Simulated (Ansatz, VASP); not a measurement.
**Pt: VASP beside Ansatz**

```
Pt
1.0
     2.75319    0.00000    0.00000
    -1.37660    2.38433    0.00000
     0.00000    0.00000   23.74392
Pt
4
Direct
  0.66667 0.33333 0.35799
  0.33333 0.66667 0.45266
  0.00000 0.00000 0.54632
  0.66667 0.33333 0.64117
```

Alike in both runs: functional LDA; k mesh 12 × 12 × 1; occupations gaussian, width 0.1 eV; no spin polarisation.

Ansatz relaxed the structure, and its values are those at the end. VASP's run is a single point on that final structure, the one shown.

```csv
,VASP,Ansatz
version,VASP 6.6.1,Ansatz 0.2.0
potentials or method,"VASP PAW LDA potentials, release 64 (Pt)","scalar-relativistic, plane waves, PAW"
plane-wave cutoff (eV),520,420
valence electrons in the cell,40,72
```

Ansatz gave:

```
gap on the k mesh at the Fermi level (eV)  : none
rms of the force components (eV/Å)         : 0.010
work function, face that differs most (eV) : 6.05
```

Question: What did VASP give for the same quantities?

Answer: gap on the k mesh at the Fermi level (eV): none; rms of the force components (eV/Å): 0.018; work function, face that differs most (eV): 5.95.

A gap of «none» marks a metal or a gap that the smearing closes. The two sets of potentials don't hold the same shells in valence. Ansatz warned: «xc_potential_rough_in_thin_density».

The runs have no spin-orbit coupling, so splittings on Pt are missing.
